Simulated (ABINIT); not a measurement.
Crystal: Ta.

```
CELL_PARAMETERS angstrom
-1.65128 1.65128 1.65128
1.65128 -1.65128 1.65128
1.65128 1.65128 -1.65128
ATOMIC_POSITIONS crystal
Ta 0.00000 0.00000 0.00000
```

Base run:

* Program: ABINIT 10.8.3 (patched build)
* Functional: HCTH407
* Potentials or basis: JTH PAW PBE v2.0
* Cutoff: 517 eV
* k mesh: 11 × 11 × 11
* Occupations: fermi-dirac, width 0.05 eV
* Spin: no spin polarisation

Its results: band gap on the k mesh none (metal or under the smearing width); pressure -4.3 GPa.

Q: The run is repeated on the same cell with these changes: functional from HCTH407 to AM05. What comes out?

A: Band gap on the k mesh none (metal or under the smearing width); pressure -5.1 GPa.

Caveats: the PAW data sets were made with another functional, which shifts forces and pressure a little; spin-orbit coupling is left out, which moves the levels of the heavy elements.
